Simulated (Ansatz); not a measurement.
# Bi: energy and pressure over a range of volumes

An exercise on one series of results from a longer session: the logs are not shown, and one member is left open.

Method: DFT PBE, scalar-relativistic, in Ansatz 0.2.0.

**Starting point**

Symmetry: R-3m, No. 166, trigonal system. Conventional cell: a = 4.546 Å, b = 4.546 Å, c = 11.862 Å, α = 90.00°, β = 90.00°, γ = 120.00°. Bi (site symmetry 3m) has 6 Bi at 3.07 to 3.53 Å as nearest neighbours.

As a file:

```cif
data_structure
_symmetry_space_group_name_H-M 'P 1'
_symmetry_Int_Tables_number 1
_cell_length_a 4.7458
_cell_length_b 4.7458
_cell_length_c 4.7458
_cell_angle_alpha 57.233
_cell_angle_beta 57.233
_cell_angle_gamma 57.233
_cell_volume 70.77
loop_
_atom_site_label
_atom_site_type_symbol
_atom_site_fract_x
_atom_site_fract_y
_atom_site_fract_z
_atom_site_occupancy
Bi1 Bi 0.23389 0.23389 0.23389 1
Bi2 Bi 0.76611 0.76611 0.76611 1
```

The cell is a measured one (Crystallography Open Database entry 9009658); the temperature and pressure of the measurement aren't taken into account, and nothing was relaxed.

Atoms are numbered in the order of the input: Bi1, Bi2.

The first run:

The input, input.yaml:

```yaml
crystal:
  lattice:
    - [2.2422797007, 1.2945807888, 3.9005610168]
    - [-2.2422797007, 1.2945807888, 3.9005610168]
    - [0.0, -2.5891615775, 3.9005610168]
  atoms:
    - { symbol: Bi, position: [0.23389, 0.23389, 0.23389] }
    - { symbol: Bi, position: [0.76611, 0.76611, 0.76611] }
kpoints:
  mp_grid: { grid: [11, 11, 11] }
scf:
  occupations: { method: fermi_dirac, width: 0.03 }
hamiltonian:
  xc: pbe
  pseudopotentials: { kind: all_electron, lapw: { basis_error: 0.00025 } }
output:
  forces: true
  stress: true
  eigenvalues: true
```

Started as:

```
$ ansatz run input.yaml --threads 1 --pin off --max-ram 2048MiB --backend cpu --events-out ev --progress --plain --runs-dir out
```

Among the steps run: Volume × 0.96, LAPW; Volume × 0.96, PAW; Volume × 0.96, crystal datasets; Volume × 0.98, LAPW; Volume × 0.98, PAW; Volume × 1.02, LAPW; Volume × 1.02, PAW; Volume × 1.04, LAPW; Volume × 1.04, PAW; Volume × 1.04, crystal datasets.

One of the session's tables, all rows but one given; the rest of the session is left out.

It belongs to the step «Fits». 

```
          method  volume (Å³/atom)  pressure (GPa)  largest force (eV/Å)
            LAPW            33.968            4.07                 0.392
            LAPW            34.675            2.87                 0.289
            LAPW            35.383            1.79                 0.192
            LAPW            36.091            0.83                 0.101
            LAPW            36.798           -0.04                 0.017
             PAW            33.968            4.05                 0.391
             PAW            34.675            2.85                 0.287
             PAW            35.383            1.78                 0.191
             PAW            36.091            0.81                 0.100
             PAW            36.798               ?                     ?
crystal datasets            33.968            4.07                 0.392
crystal datasets            35.383            1.79                 0.192
crystal datasets            36.798           -0.04                 0.017
```

Estimate the missing values for PAW, 36.798.

**Answer.** pressure (GPa): -0.05; largest force (eV/Å): 0.016. In the column «pressure (GPa)» it is the lowest.

Caveats from the session: Shape and positions are held, so a fully relaxed modulus can be lower. Warnings in the runs' records: gradients without spin orbit, crystal datasets made.
